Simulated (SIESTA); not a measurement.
Ir under changes of volume

One of the cells (14.340 Å³/atom); the others are scaled copies at fixed shape and fractional positions:

```
Ir
1.0
     0.00000    1.92829    1.92829
     1.92829    0.00000    1.92829
     1.92829    1.92829    0.00000
Ir
1
Direct
  0.00000 0.00000 0.00000
```

- Program: SIESTA 5.4.2
- Functional: PBEsol
- Potentials or basis: PseudoDojo 0.4 standard (PBE files)
- Basis: DZP (energy shift 0.003 Ry; two zetas on semicore shells)
- Grid cutoff: 800 Ry
- Energy shift: 0.003 Ry
- k mesh: 12 × 12 × 12
- Occupations: fermi-dirac, width 0.05 eV
- Spin: no spin polarisation

| volume (Å³/atom) | energy over the lowest point (meV/atom) | pressure (GPa) |
| --- | --- | --- |
| 13.215 | 88.64 | 32.9 |
| 13.496 | 40.89 | 21.9 |
| 13.778 | 11.73 | 11.7 |
| 14.340 | 0.00 | -4.1 |
| 14.621 | 13.60 | -11.2 |
| 14.902 | ? | ? |

**Question.** What does the run at 14.902 Å³/atom give?

**Answer.** Energy over the lowest point 38.77 meV/atom; pressure -17.0 GPa.

Worked out: A Birch-Murnaghan fit of order 3 (a polynomial in V^(-2/3)) to the other rows has its minimum at 14.17 Å³/atom with B0 = V·E''(V) = 384 GPa and B' = 5.9. It gives 37.91 meV/atom at 14.902 Å³/atom, against the run's 38.77, and -dE/dV = -16.7 GPa, against -17.0.

Energies are extrapolated to zero smearing.

Caveats: the potentials were made for another functional, which shifts forces and pressure; short orbitals over semicore shells can move pressures by several GPa; the basis of atomic orbitals isn't converged, which shifts pressures, moduli and gaps.
